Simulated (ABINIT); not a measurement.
The system is MgTe.

```xyz
2
Lattice="0.0000 3.2320 3.2320 3.2320 0.0000 3.2320 3.2320 3.2320 0.0000" Properties=species:S:1:pos:R:3 pbc="T T T"
Te    1.6160    1.6160    1.6160
Mg    0.0000    0.0000    0.0000
```

The cell comes from a database or a generator and needn't be the stable form of this composition.

Base run:

| Item | Value |
| --- | --- |
| Program | ABINIT 10.8.3 (patched build) |
| Functional | HSE06 |
| Potentials or basis | SPMS NC PBE v1.0 |
| Cutoff | 707 eV |
| k mesh | 6 × 6 × 6 |
| Occupations | fixed |
| Spin | no spin polarisation |

Its results: band gap on the k mesh 3.29 eV, direct; pressure -0.6 GPa.

Problem. The run is repeated on the same cell with these changes: functional from HSE06 to PBE. What comes out?

Solution. Band gap on the k mesh 2.40 eV, direct; pressure 0.6 GPa.

HSE06 gives the wider gap, since exact exchange removes part of the self-interaction.

Caveats: spin-orbit coupling is left out, which moves the levels of the heavy elements; Libxc's HSE differs a little from that of other programs (some runs); the potentials were made for another functional, which shifts forces and pressure (some runs).

A k mesh can miss the band edges.
